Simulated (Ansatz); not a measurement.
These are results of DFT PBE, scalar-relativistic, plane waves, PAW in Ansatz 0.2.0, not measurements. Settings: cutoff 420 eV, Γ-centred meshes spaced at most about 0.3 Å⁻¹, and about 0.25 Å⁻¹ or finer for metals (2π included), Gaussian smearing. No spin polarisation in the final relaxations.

These are static total energies at zero pressure.

Two forms of ZnSe were relaxed alike.

A.

```cif
data_structure
_symmetry_space_group_name_H-M 'P4/mmm'
_symmetry_Int_Tables_number 123
_cell_length_a 3.5734
_cell_length_b 3.5734
_cell_length_c 5.6283
_cell_angle_alpha 90.000
_cell_angle_beta 90.000
_cell_angle_gamma 90.000
_cell_volume 71.87
loop_
_atom_site_label
_atom_site_type_symbol
_atom_site_symmetry_multiplicity
_atom_site_Wyckoff_symbol
_atom_site_fract_x
_atom_site_fract_y
_atom_site_fract_z
_atom_site_occupancy
Zn1 Zn 1 a 0.00000 0.00000 0.00000 1
Se1 Se 1 c 0.50000 0.50000 0.00000 1
```

B.

```cif
data_structure
_symmetry_space_group_name_H-M 'P4/nmm:1'
_symmetry_Int_Tables_number 129
_cell_length_a 4.1013
_cell_length_b 4.1013
_cell_length_c 6.4758
_cell_angle_alpha 90.000
_cell_angle_beta 90.000
_cell_angle_gamma 90.000
_cell_volume 108.93
loop_
_atom_site_label
_atom_site_type_symbol
_atom_site_symmetry_multiplicity
_atom_site_Wyckoff_symbol
_atom_site_fract_x
_atom_site_fract_y
_atom_site_fract_z
_atom_site_occupancy
Zn1 Zn 2 a 0.00000 0.00000 0.00000 1
Se1 Se 2 c 0.00000 0.50000 0.23014 1
```

Problem. Which is lower in energy, and by how much?

Solution. B is lower, by 0.38 eV/atom. A has space group P4/mmm (No. 123), 35.9 Å³/atom and no gap on its mesh; B has the anti-litharge type, space group P4/nmm (No. 129), 27.2 Å³/atom and a gap of 2.04 eV. In A, around Zn lie 4 Se at 2.53 Å; Se is surrounded by 4 Zn at 2.53 Å. In B, Zn is surrounded by 4 Se at 2.54 Å and 4 Zn at 2.90 Å; around Se lie 4 Zn at 2.54 Å. Origin: A was invented; B is a Materials Project cell, relaxed. A third cell relaxed alike, in F-43m (a cell as deposited in COD), lies 158 meV/atom below the lower of the two.

No dispersion correction is applied, so the spacing and binding between layers, chains or molecules are poorly described (P4/mmm, P4/nmm), and this can change margins and order among such cells. Kohn–Sham gaps at this level usually fall short of measured ones. Cells relaxed within their symmetry can be saddle points.

The two layered forms have almost the same Zn–Se bond length, 2.53 and 2.54 Å, so the 0.38 eV/atom between them probably reflects bond directions more than bond stretching. Zn(II) has a filled d shell and gains no ligand-field energy from a square-planar site. The puckered layer of B instead gives it a tetrahedral environment, where the Zn 4s and 4p orbitals can all take part in σ bonding and the Se atoms are further apart. In the flat net of A, the Se p orbitals normal to the plane are left largely non-bonding, which may help to close the gap.

The F-43m cell lies lower still, in keeping with zinc blende as the familiar form of ZnSe. Its tetrahedra share corners, whereas those in B share edges and bring Zn atoms to 2.90 Å; cation repulsion may therefore contribute to the 158 meV/atom, alongside missing dispersion attraction between the layers. The comparison doesn't address the close competition between zinc blende and wurtzite.
